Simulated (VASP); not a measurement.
# PbF2 (Fm-3m) in VASP: further runs

Aim: see how the results for PbF2 move with the level of theory and the settings. Levels: r2SCAN, r2SCAN+rVV10. Tasks: relaxation of cell and atoms.

All numbers are computed with VASP 6.6.1; they aren't measurements. Logs are shortened: lines on timing, memory, paths and dates and some standing lists are left out, and cuts for length are marked.

## (1) The crystal as given

The structure is cubic, space group Fm-3m (No. 225). The conventional cell has a = 5.916 Å, b = 5.916 Å, c = 5.916 Å, α = 90.00°, β = 90.00°, γ = 90.00°. Pb (site symmetry m-3m) has 8 F at 2.56 Å as nearest neighbours. F (site symmetry -43m) is surrounded by 4 Pb at 2.56 Å.

The cell is a database's computed one.

## (2) Relaxation of cell and atoms, r2SCAN

File INCAR:

```
SYSTEM = PbF2
PREC = Accurate ; ENCUT = 600
EDIFF = 1E-7 ; ISMEAR = 0
SIGMA = 0.02 ; LREAL = .False.
LASPH = .True. ; NELM = 60
ALGO = Normal ; ISIF = 3
LWAVE = .False. ; LCHARG = .False.
METAGGA = R2SCAN ; LMIXTAU = .True.
IBRION = 2 ; NSW = 90
EDIFFG = -0.005
```

File KPOINTS:

```
regular mesh
0
Gamma
  8 8 8
  0 0 0
```

File POSCAR:

```
PbF2
1.0
    0.0000000000      2.9579484300      2.9579484300
    2.9579484300      0.0000000000      2.9579484300
    2.9579484300      2.9579484300      0.0000000000
Pb F
1 2
Direct
    0.0000000000      0.0000000000      0.0000000000
    0.7500000000      0.7500000000      0.7500000000
    0.2500000000      0.2500000000      0.2500000000
```

Potentials or basis: VASP PAW PBE potentials, release 64 (Pb_d, F).

Launch:

```sh
$ cat potpaw_PBE.64/Pb_d/POTCAR potpaw_PBE.64/F/POTCAR > POTCAR
$ mpirun -np 1 vasp_std > vasp.out
```

OUTCAR:

```text
SYSTEM = PbF2
   PREC = Accurate
   ENCUT = 600
   EDIFF = 1E-7
   ISMEAR = 0
   LREAL = .False.
   LASPH = .True.
   NELM = 60
   ISIF = 3
   METAGGA = R2SCAN
   IBRION = 2
   NSW = 90
   EDIFFG = -0.005

 ion  position               nearest neighbor table
   1  0.000  0.000  0.000-   2 2.56   2 2.56   2 2.56   2 2.56   3 2.56   3 2.56   3 2.56   3 2.56

   2  0.750  0.750  0.750-   1 2.56   1 2.56   1 2.56   1 2.56
   3  0.250  0.250  0.250-   1 2.56   1 2.56   1 2.56   1 2.56

  LATTYP: Found a face centered cubic cell.
 ALAT       =     5.9158968600

  Lattice vectors:

 A1 = (   0.0000000000,   2.9579484300,   2.9579484300)
 A2 = (   2.9579484300,   0.0000000000,   2.9579484300)
 A3 = (   2.9579484300,   2.9579484300,   0.0000000000)

Analysis of symmetry for initial positions (statically):
=====================================================================
 Subroutine PRICEL returns:
 Original cell was already a primitive cell.

 Routine SETGRP: Setting up the symmetry group for a
 face centered cubic supercell.

 Subroutine GETGRP returns: Found 48 space group operations
 (whereof 48 operations were pure point group operations)
 out of a pool of 48 trial point group operations.

The static configuration has the point symmetry O_h .

Analysis of symmetry for dynamics (positions and initial velocities):
=====================================================================
 Subroutine PRICEL returns:
 Original cell was already a primitive cell.

 Routine SETGRP: Setting up the symmetry group for a
 face centered cubic supercell.

 Subroutine GETGRP returns: Found 48 space group operations
 (whereof 48 operations were pure point group operations)
 out of a pool of 48 trial point group operations.

The dynamic configuration has the point symmetry O_h .

 Subroutine INISYM returns: Found 48 space group operations
 (whereof 48 operations are pure point group operations),
 and found     1 'primitive' translations

----------------------------------------------------------------------------------------

                                     Primitive cell

  volume of cell :      51.7609

  direct lattice vectors                    reciprocal lattice vectors
     0.000000000  2.957948430  2.957948430    -0.169036077  0.169036077  0.169036077
     2.957948430  0.000000000  2.957948430     0.169036077 -0.169036077  0.169036077
     2.957948430  2.957948430  0.000000000     0.169036077  0.169036077 -0.169036077

  length of vectors
     4.183170787  4.183170787  4.183170787     0.292779075  0.292779075  0.292779075

  position of ions in fractional coordinates (direct lattice)
     0.000000000  0.000000000  0.000000000
     0.750000000  0.750000000  0.750000000
     0.250000000  0.250000000  0.250000000

  ion indices of the primitive-cell ions
   primitive index   ion index
                 1           1
                 2           2
                 3           3

----------------------------------------------------------------------------------------

 KPOINTS: regular mesh

Automatic generation of k-mesh.
 Grid dimensions read from file:
 generate k-points for:    8    8    8

 Generating k-lattice:

  Cartesian coordinates                     Fractional coordinates (reciprocal lattice)
    -0.021129510  0.021129510  0.021129510     0.125000000  0.000000000  0.000000000
[... 55 lines left out ...]
   LSORBIT =      F    spin-orbit coupling
   LASPH  =      T    aspherical Exc in radial PAW
   ENCUT  =  600.0 eV  44.10 Ry    6.64 a.u.   8.35  8.35  8.35*2*pi/ulx,y,z
   NELM   =     60;   NELMIN=  2; NELMDL= -5     # of ELM steps
   EDIFF  = 0.1E-06   stopping-criterion for ELM
   LREAL  =      F    real-space projection
   EDIFFG = -.5E-02   stopping-criterion for IOM
   NSW    =     90    number of steps for IOM
   IBRION =      2    ionic relax: 0-MD 1-quasi-New 2-CG
   NFREE  =      1    steps in history (QN), initial steepest desc. (CG)
   ISIF   =      3    stress and relaxation
   ISYM   =      2    0-nonsym 1-usesym 2-fastsym
   POTIM  = 0.5000    time-step for ionic-motion
   TEBEG  =    0.0;   TEEND  =   0.0 temperature during run
   PSTRESS=    0.0 pullay stress
   NELECT =      28.0000    total number of electrons
   NUPDOWN=      -1.0000    fix difference up-down
   EMIN   =  10.00;   EMAX   =-10.00  energy-range for DOS
   EFERMI =   0.00;   METHOD = LEGACY
   ISMEAR =     0;   SIGMA  =   0.02  broadening in eV -4-tet -1-fermi 0-gaus
   EFERMI_NEDOS =   21; number of points for ismear=-14 and -15
   IALGO  =     38    algorithm
   IMIX   =      4    mixing-type and parameters
     AMIX     =   0.40;   BMIX     =  1.00
     AMIX_MAG =   1.60;   BMIX_MAG =  1.00
  volume/ion in A,a.u.               =      17.25       116.43
  Fermi-wavevector in a.u.,A,eV,Ry     =   1.333911  2.520727 24.209105  1.779319
  Thomas-Fermi vector in A             =   2.462733
   LORBIT       =      0    0 simple, 1 ext, 2 COOP (PROOUT), +10 PAW based schemes
   METAGGA = R2SCAN    functional components
   LHFCALC =     F    Hartree Fock is set to
   AEXX    =    0.0000 exact exchange contribution
   IVDW    =     0    specifies the selected vdW correction
   LEPSILON=     F    determine dielectric tensor
   LRPA    =     F    only Hartree local field effects (RPA)
 conjugate gradient relaxation of ions
 non-spin polarized calculation
 Gauss-broadening in eV      SIGMA  =   0.02
  energy-cutoff  :      600.00
  volume of cell :       51.76
 maximum number of plane-waves:      1759
 NGX is ok and might be reduce to    36
   NGX = 17   NGY = 17   NGZ = 17

--------------------------------------- Ionic step        1  -------------------------------------------

 number of electron      28.0000009 magnetization

 Free energy of the ion-electron system (eV)
  ---------------------------------------------------
  ext. energy  EPLUGINS =         0.00000000
  ---------------------------------------------------
  free energy    TOTEN  =       -70.16646089 eV

  energy without entropy =      -70.16646089  energy(sigma->0) =      -70.16646089

------------------------ aborting loop because EDIFF is reached ----------------------------------------

  FORCE on cell =-STRESS in cart. coord.  units (eV):
  Direction    XX          YY          ZZ          XY          YZ          ZX
  --------------------------------------------------------------------------------------
  -------------------------------------------------------------------------------------
  Total        0.0280611      0.0280611      0.0280611     -0.0000000      0.0000000     -0.0000000
  in kB        0.8685887      0.8685887      0.8685887     -0.0000000      0.0000000     -0.0000000
  external PRESSURE =       0.8685887 kB  Pullay stress =       0.0000000 kB

 VOLUME and BASIS-vectors are now :
 -----------------------------------------------------------------------------
  energy-cutoff  :      600.00
  volume of cell :       51.76
      direct lattice vectors                 reciprocal lattice vectors
     0.000000000  2.957948430  2.957948430    -0.169036077  0.169036077  0.169036077
     2.957948430  0.000000000  2.957948430     0.169036077 -0.169036077  0.169036077
     2.957948430  2.957948430  0.000000000     0.169036077  0.169036077 -0.169036077

 POSITION                                       TOTAL-FORCE (eV/Angst)
 -----------------------------------------------------------------------------------
      0.00000      0.00000      0.00000         0.000000      0.000000      0.000000
      4.43692      4.43692      4.43692        -0.000000      0.000000     -0.000000
      1.47897      1.47897      1.47897        -0.000000     -0.000000     -0.000000
 -----------------------------------------------------------------------------------
    total drift:                                0.000000      0.000000      0.000000

  FREE ENERGIE OF THE ION-ELECTRON SYSTEM (eV)
  ---------------------------------------------------
  free  energy   TOTEN  =       -70.1664608899 eV

  energy  without entropy=      -70.1664608899  energy(sigma->0) =      -70.16646089

--------------------------------------- Ionic step        2  -------------------------------------------

 number of electron      28.0000009 magnetization

 Free energy of the ion-electron system (eV)
  ---------------------------------------------------
  ext. energy  EPLUGINS =         0.00000000
  ---------------------------------------------------
  free energy    TOTEN  =       -70.16647075 eV

  energy without entropy =      -70.16647075  energy(sigma->0) =      -70.16647075

 E-fermi :   1.7283     XC(G=0): -10.0336

 val. band max:        1.5635961218   @ k =  -0.2500   0.5000   0.2500
 cond. band min:       6.4959599313   @ k =   0.5000   0.5000   0.0000
 fundamental gap:      4.9323638096
 Fermi energy:         1.7283299008

 k-point     1 :       0.0000    0.0000    0.0000
  band No.  band energies     occupation
      1     -20.8609      2.00000
      2     -20.2656      2.00000
      3     -13.3080      2.00000
      4     -13.3080      2.00000
      5     -13.3080      2.00000
      6     -13.2559      2.00000
[... 481 lines left out ...]
      5     -13.2290      2.00000
      6     -13.1986      2.00000
[... 10 lines left out ...]
     17       9.8611      0.00000
     18      12.7834      0.00000

 [... further k-points ...]
[... 5 lines left out ...]
  --------------------------------------------------------------------------------------
  -------------------------------------------------------------------------------------
  Total       -0.0106025     -0.0106025     -0.0106025     -0.0000000      0.0000000     -0.0000000
  in kB       -0.3277412     -0.3277412     -0.3277412     -0.0000000      0.0000000     -0.0000000
  external PRESSURE =      -0.3277412 kB  Pullay stress =       0.0000000 kB

 VOLUME and BASIS-vectors are now :
 -----------------------------------------------------------------------------
  energy-cutoff  :      600.00
  volume of cell :       51.83
      direct lattice vectors                 reciprocal lattice vectors
    -0.000000000  2.959283198  2.959283198    -0.168959835  0.168959835  0.168959835
     2.959283198  0.000000000  2.959283198     0.168959835 -0.168959835  0.168959835
     2.959283198  2.959283198 -0.000000000     0.168959835  0.168959835 -0.168959835

 POSITION                                       TOTAL-FORCE (eV/Angst)
 -----------------------------------------------------------------------------------
      2.95928      0.00000      2.95928        -0.000000     -0.000000      0.000000
      4.43892      4.43892      4.43892         0.000000     -0.000000     -0.000000
      1.47964      1.47964      1.47964        -0.000000      0.000000     -0.000000
 -----------------------------------------------------------------------------------
    total drift:                                0.000000      0.000000      0.000000

  FREE ENERGIE OF THE ION-ELECTRON SYSTEM (eV)
  ---------------------------------------------------
  free  energy   TOTEN  =       -70.1664707469 eV

  energy  without entropy=      -70.1664707469  energy(sigma->0) =      -70.16647075

 reached required accuracy - stopping structural energy minimisation
```

Run time: 2 min. Hardware: 1 thread of Intel Xeon 6975P-C (Granite Rapids), shared host; peak memory 0.23 GiB.

What came out:

```
Free energy                            : -70.1665 eV
Relaxed volume                         : 17.28 Å³/atom
Relaxed cell                           : a = 4.185 Å, b = 4.185 Å, c = 4.185 Å, α = 60.00°, β = 60.00°, γ = 60.00°
Space group after relaxing (to 0.05 Å) : Fm-3m (No. 225)
Energy gained by relaxing              : 0.0 meV/atom
Ionic steps                            : 2
Pressure after relaxing                : 0.0 GPa
Band gap on the k mesh                 : 4.93 eV, indirect (least direct gap 5.08 eV)
```

Final structure:
```
CELL_PARAMETERS angstrom
0.00000 2.95928 2.95928
2.95928 0.00000 2.95928
2.95928 2.95928 0.00000
ATOMIC_POSITIONS crystal
Pb 0.00000 0.00000 0.00000
F 0.75000 0.75000 0.75000
F 0.25000 0.25000 0.25000
```

Caveat: the PAW data sets were made with another functional, which shifts forces and pressure a little; spin-orbit coupling is left out, which as a rule narrows the gap of such compounds by several tenths of an eV. r2SCAN opens gaps a little over a GGA but as a rule still falls short of measured ones.

## (3) Relaxation of cell and atoms, r2SCAN+rVV10

INCAR: that of step 2 with these lines changed.

```diff
@@ -8,2 +8,4 @@
 METAGGA = R2SCAN ; LMIXTAU = .True.
+LUSE_VDW = .True. ; IVDW_NL = 2
+BPARAM = 11.95 ; CPARAM = 0.0093
 IBRION = 2 ; NSW = 90
```

KPOINTS is that of step 2.

POSCAR is that of step 2.

Potentials or basis: VASP PAW PBE potentials, release 64 (Pb_d, F).

Launch:

```sh
$ cat potpaw_PBE.64/Pb_d/POTCAR potpaw_PBE.64/F/POTCAR > POTCAR
$ mpirun -np 1 vasp_std > vasp.out
```

It took 5.7 min on 1 thread of Intel Xeon 6975P-C (Granite Rapids), shared host; peak memory 0.41 GiB.

It converged, with:

* Free energy: -69.2615 eV
* Relaxed volume: 17.05 Å³/atom
* Relaxed cell: a = 4.166 Å, b = 4.166 Å, c = 4.166 Å, α = 60.00°, β = 60.00°, γ = 60.00°
* Space group after relaxing (to 0.05 Å): Fm-3m (No. 225)
* Energy gained by relaxing: 0.6 meV/atom
* Ionic steps: 3
* Pressure after relaxing: 0.0 GPa
* Band gap on the k mesh: 4.88 eV, indirect (least direct gap 5.03 eV)

The path:
```csv
step,energy change (eV),largest force (eV/Å),pressure (GPa),volume (Å³)
1,0.0000,0.0000,-0.95,51.76
2,-0.0018,0.0000,0.22,51.00
3,-0.0019,0.0000,0.00,51.14
```

Final structure:
```cif
data_structure
_symmetry_space_group_name_H-M 'P 1'
_symmetry_Int_Tables_number 1
_cell_length_a 4.1663
_cell_length_b 4.1663
_cell_length_c 4.1663
_cell_angle_alpha 60.000
_cell_angle_beta 60.000
_cell_angle_gamma 60.000
_cell_volume 51.14
loop_
_atom_site_label
_atom_site_type_symbol
_atom_site_fract_x
_atom_site_fract_y
_atom_site_fract_z
_atom_site_occupancy
Pb1 Pb 0.00000 0.00000 0.00000 1
F1 F 0.75000 0.75000 0.75000 1
F2 F 0.25000 0.25000 0.25000 1
```

Levels at points of the mesh, in eV from the valence-band top:
```
           k point  band 12  band 13  band 14  band 15  band 16  band 17
(0.00, 0.00, 0.00)    -2.27    -2.27    -2.27     7.28     7.28     7.28
(0.50, 0.00, 0.00)    -2.45    -2.45    -0.07     5.28     8.27     8.27
(0.50, 0.50, 0.00)    -1.84    -1.84    -0.15     4.88     8.48     8.48
```

Caveat: the PAW data sets were made with another functional, which shifts forces and pressure a little; spin-orbit coupling is left out, which as a rule narrows the gap of such compounds by several tenths of an eV.
